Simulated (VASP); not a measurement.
# SnO2 (P4_2/mnm) in VASP: notebook, part 2 of 2

VASP 6.6.1. The steps go on from the part before.

### Step 4. Relaxation of cell and atoms, PBEsol

Input file INCAR:

```
ALGO     = Normal         # electronic algorithm
EDIFF    = 1E-6           # SCF threshold, eV
EDIFFG   = -0.01          # ionic threshold
ENCUT    = 600            # plane-wave cutoff, eV
GGA      = PS             # functional
IBRION   = 2              # ionic algorithm
ISIF     = 3              # what is computed and relaxed
ISMEAR   = 0              # smearing method
KPAR     = 2            
LASPH    = True           # aspherical terms in the spheres
LCHARG   = False          # write CHGCAR
LREAL    = False          # projectors in reciprocal space
LWAVE    = False          # write WAVECAR
NELM     = 80             # most SCF steps
NSW      = 90             # ionic steps
PREC     = Accurate       # precision mode
SIGMA    = 0.03           # smearing width, eV
```

Input file KPOINTS:

```
k-points
0
Gamma
  6 6 8
```

Input file POSCAR:

```
SnO2
1.0
    4.7380000000      0.0000000000      0.0000000000
    0.0000000000      4.7380000000      0.0000000000
    0.0000000000      0.0000000000      3.1865000000
Sn O
2 4
Direct
    0.0000000000      0.0000000000      0.0000000000
    0.5000000000      0.5000000000      0.5000000000
    0.3071000000      0.3071000000      0.0000000000
    0.1929000000      0.8071000000      0.5000000000
    0.6929000000      0.6929000000      0.0000000000
    0.8071000000      0.1929000000      0.5000000000
```

Potentials or basis: VASP PAW PBE potentials, release 64 (Sn_d, O).

Launch:

```
cat potpaw_PBE.64/Sn_d/POTCAR potpaw_PBE.64/O/POTCAR > POTCAR
mpirun -np 2 vasp_std > vasp.out
```

OUTCAR:

```text
EDIFF = 1E-6
   EDIFFG = -0.01
   ENCUT = 600
   GGA = PS
   IBRION = 2
   ISIF = 3
   ISMEAR = 0
   LASPH = True
   LREAL = False
   NELM = 80
   NSW = 90
   PREC = Accurate

 ion  position               nearest neighbor table
   1  0.000  0.000  0.000-   4 2.05   6 2.05   4 2.05   6 2.05   5 2.06   3 2.06   2 3.71   2 3.71
                             2 3.71   2 3.71   2 3.71   2 3.71   2 3.71   2 3.71
   2  0.500  0.500  0.500-   3 2.05   5 2.05   3 2.05   5 2.05   4 2.06   6 2.06   1 3.71   1 3.71
                             1 3.71   1 3.71   1 3.71   1 3.71   1 3.71   1 3.71
   3  0.307  0.307  0.000-   2 2.05   2 2.05   1 2.06
   4  0.193  0.807  0.500-   1 2.05   1 2.05   2 2.06
   5  0.693  0.693  0.000-   2 2.05   2 2.05   1 2.06
   6  0.807  0.193  0.500-   1 2.05   1 2.05   2 2.06

  LATTYP: Found a simple tetragonal cell.
 ALAT       =     4.7380000000
 C/A-ratio  =     0.6725411566

  Lattice vectors:
[... 356 lines left out ...]
  ext. energy  EPLUGINS =         0.00000000
  ---------------------------------------------------
  free energy    TOTEN  =       -39.67572281 eV

  energy without entropy =      -39.67572281  energy(sigma->0) =      -39.67572281

 E-fermi :   5.9323     XC(G=0): -11.4148

 val. band max:        5.7507066946   @ k =   0.0000   0.0000   0.0000
 cond. band min:       6.6382344442   @ k =   0.0000   0.0000   0.0000
 fundamental gap:      0.8875277496
 Fermi energy:         5.9323343332

 k-point     1 :       0.0000    0.0000    0.0000
  band No.  band energies     occupation
      1     -15.2475      2.00000
      2     -14.5010      2.00000
      3     -14.2631      2.00000
      4     -14.2379      2.00000
      5     -14.2379      2.00000
      6     -14.1705      2.00000
[... 805 lines left out ...]
     30      14.1899      0.00000
     31      14.9230      0.00000

 [... further k-points ...]
[... 5 lines left out ...]
  --------------------------------------------------------------------------------------
  -------------------------------------------------------------------------------------
  Total        0.0296236      0.0296236      0.0043493      0.0000000      0.0000000      0.0000000
  in kB        0.6483257      0.6483257      0.0951856      0.0000000      0.0000000      0.0000000
  external PRESSURE =       0.4639456 kB  Pullay stress =       0.0000000 kB
[... 21 lines left out ...]
  FREE ENERGIE OF THE ION-ELECTRON SYSTEM (eV)
  ---------------------------------------------------
  free  energy   TOTEN  =       -39.6757228101 eV

  energy  without entropy=      -39.6757228101  energy(sigma->0) =      -39.67572281

 reached required accuracy - stopping structural energy minimisation
```

OSZICAR:

```text
N       E                     dE             d eps       ncg     rms          rms(c)
DAV:   1     0.691312056547E+03    0.69131E+03   -0.28511E+04  3332   0.285E+03
DAV:   2     0.614697490138E+02   -0.62984E+03   -0.60605E+03  3494   0.736E+02
[... 40 lines left out ...]
   4 F= -.39675650E+02 E0= -.39675650E+02  d E =-.301690E-01
       N       E                     dE             d eps       ncg     rms          rms(c)
DAV:   1    -0.396757986104E+02   -0.14767E-03   -0.14445E-02  3128   0.851E-01    0.649E-02
DAV:   2    -0.396757561009E+02    0.42510E-04   -0.30528E-04  4380   0.185E-01    0.383E-02
DAV:   3    -0.396757226070E+02    0.33494E-04   -0.29309E-05  4645   0.779E-02    0.540E-03
DAV:   4    -0.396757228101E+02   -0.20306E-06   -0.82971E-06  3735   0.210E-02
   5 F= -.39675723E+02 E0= -.39675723E+02  d E =-.728391E-04
```

CONTCAR:

```text
SnO2
   1.00000000000000
     4.7706380393809376   -0.0000000000000000    0.0000000000000000
    -0.0000000000000000    4.7706380393809376    0.0000000000000000
     0.0000000000000000    0.0000000000000000    3.2166384875097438
  Sn              O
     2     4
Direct
     0.0000000000000000    0.0000000000000000    0.0000000000000000
     0.5000000000000000    0.5000000000000000    0.5000000000000000
     0.3063031679320566    0.3063031679320566    0.0000000000000000
     0.1936968320679434    0.8063031679320566    0.5000000000000000
     0.6936968320679434    0.6936968320679434    0.0000000000000000
     0.8063031679320566    0.1936968320679434    0.5000000000000000

  0.00000000E+00  0.00000000E+00  0.00000000E+00
  0.00000000E+00  0.00000000E+00  0.00000000E+00
  0.00000000E+00  0.00000000E+00  0.00000000E+00
  0.00000000E+00  0.00000000E+00  0.00000000E+00
  0.00000000E+00  0.00000000E+00  0.00000000E+00
  0.00000000E+00  0.00000000E+00  0.00000000E+00
```

Wall time 98 s (2 MPI ranks of Intel Xeon 6975P-C (Granite Rapids), shared host); peak memory 0.26 GiB.

Results:

```yaml
Free_energy: -39.6757 eV
Relaxed_volume: 12.20 Å³/atom
Relaxed_cell: a = 4.771 Å, b = 4.771 Å, c = 3.217 Å, α = 90.00°, β = 90.00°, γ = 90.00°
Space_group_after_relaxing_to_0.05_Å: P4_2/mnm (No. 136)
Energy_gained_by_relaxing: 5.0 meV/atom
Ionic_steps: 5
Pressure_after_relaxing: 0.0 GPa
Largest_force_after_relaxing: 0.008 eV/Å
Band_gap_on_the_k_mesh: 0.89 eV, direct
```

Forces on the atoms (eV/Å):
```
Sn   0.000  0.000  0.000
Sn   0.000  0.000  0.000
O   -0.006 -0.006  0.000
O    0.006 -0.006  0.000
O    0.006  0.006  0.000
O   -0.006  0.006  0.000
```

Step by step:
```csv
step,energy change (eV),largest force (eV/Å),pressure (GPa),volume (Å³)
1,0.0000,0.2277,5.24,71.53
2,0.0238,0.2179,-6.26,75.64
3,-0.0302,0.0171,-0.05,73.24
4,-0.0302,0.0212,0.10,73.21
5,-0.0302,0.0080,0.05,73.21
```

Final structure:
```
Sn O
1.0
     4.77064    0.00000    0.00000
     0.00000    4.77064    0.00000
     0.00000    0.00000    3.21664
Sn O
2 4
Cartesian
  0.0000 0.0000 0.0000
  2.3853 2.3853 1.6083
  1.4613 1.4613 0.0000
  0.9241 3.8466 1.6083
  3.3094 3.3094 0.0000
  3.8466 0.9241 1.6083
```

Levels at points of the mesh, in eV from the valence-band top:
| k point | band 24 | band 25 | band 26 | band 27 | band 28 | band 29 |
| --- | --- | --- | --- | --- | --- | --- |
| (0.00, 0.00, 0.00) | -0.78 | -0.78 | 0.00 | 0.89 | 5.82 | 6.02 |
| (0.50, 0.00, 0.00) | -1.23 | -0.63 | -0.63 | 4.11 | 4.11 | 6.78 |
| (0.50, 0.50, 0.00) | -1.35 | -0.89 | -0.89 | 4.50 | 4.50 | 7.21 |
| (0.00, 0.00, 0.50) | -1.64 | -1.24 | -1.24 | 5.84 | 5.84 | 9.42 |
| (0.50, 0.00, 0.50) | -1.08 | -0.73 | -0.73 | 6.12 | 6.12 | 7.72 |
| (0.50, 0.50, 0.50) | -0.96 | -0.82 | -0.82 | 4.53 | 4.53 | 8.60 |

Caveat: the PAW data sets were made with another functional, which shifts forces and pressure a little; spin-orbit coupling is left out, which moves the levels of the heavy elements.
